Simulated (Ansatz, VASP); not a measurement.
## Two plane-wave programs on Ca

Contents of INCAR:

```
SYSTEM = Ca
PREC = Accurate ; ENCUT = 520
EDIFF = 1E-6 ; ISMEAR = 0
SIGMA = 0.1 ; LREAL = .FALSE.
LASPH = .TRUE. ; NELM = 100
ALGO = Normal ; ISIF = 2
LWAVE = .FALSE. ; LCHARG = .FALSE.
GGA = PS ; NBANDS = 11
```

The input KPOINTS:

```
Automatic mesh
0
G
  10 12 12
  0 0 0
```

The input POSCAR:

```
Ca
1.0
    3.6702757891      0.0000000000      0.0000000000
    0.0000000000      3.3562967185      0.0000000000
    0.0000000000      0.0000000000      3.3562967185
Ca
1
Direct
    0.0000000000      0.0000000000      0.0000000000
```

Input for Ansatz:

```yaml
crystal:
  lattice:
    - [3.6702757891, 0.0, 0.0]
    - [0.0, 3.3562967185, 0.0]
    - [0.0, 0.0, 3.3562967185]
  atoms:
    - { symbol: Ca, position: [0.0, 0.0, 0.0] }
basis:
  ecutwfc: 420
kpoints:
  mp_grid: { grid: [10, 12, 12] }
hamiltonian:
  xc: pbesol
scf:
  occupations: { method: gaussian, width: 0.1 }
output:
  forces: true
  stress: true
  eigenvalues: true
  populations: true
```

Alike in both runs: task single point; functional PBEsol; k mesh 10 × 12 × 12; occupations gaussian, width 0.1 eV; no spin polarisation.

```csv
,VASP,Ansatz
version,VASP 6.6.1,Ansatz 0.2.0
potentials or method,"VASP PAW PBE potentials, release 64 (Ca_sv)","scalar-relativistic, plane waves, PAW"
plane-wave cutoff (eV),520,420
valence electrons in the cell,10,10
```

```csv
,VASP,Ansatz,Ansatz less VASP
gap on the k mesh at the Fermi level (eV),none,none,-
pressure (GPa),0.1,0.2,+0.01
largest component of the traceless stress (GPa),3.20,3.19,-0.008
```

A gap of «none» marks a metal or a gap that the smearing closes. The functional is the same, so the differences come from potentials, cutoffs and numerics.

Caveats: the PAW data sets were made with another functional, which shifts forces and pressure a little (VASP).
